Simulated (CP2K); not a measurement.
The system is InP.

```
In P
1.0
     4.14435    0.00000    0.00000
     2.07218    3.58911    0.00000
     2.07218    1.19637    3.38385
In P
1 1
Cartesian
  0.0000 0.0000 0.0000
  6.2165 3.5891 2.5379
```

Base run:

- Program: CP2K 2026.2
- Functional: TPSS
- Potentials or basis: POTENTIAL_UZH In GTH-PBE-q13, P GTH-PBE-q5; TZVP-MOLOPT-PBE-GTH basis
- Density cutoff: 9184 eV
- k mesh: 8 × 8 × 8
- Occupations: fermi-dirac, width 0.05 eV
- Spin: no spin polarisation

Its results: band gap on the k mesh 0.73 eV, direct; pressure 3.3 GPa.

Q: After a change of settings the same cell gave: band gap on the k mesh 0.78 eV, direct; pressure 5.2 GPa. Which change was it?
A. functional from TPSS to RPBE
B. functional from TPSS to rev-vdW-DF2
C. functional from TPSS to LDA

A: A.

Caveats: the potentials were made for another functional, which shifts forces and pressure; spin-orbit coupling is left out, which moves the levels of the heavy elements; the basis of atomic orbitals isn't converged, which shifts pressures, moduli and gaps.

Not every run made on this cell is shown here.
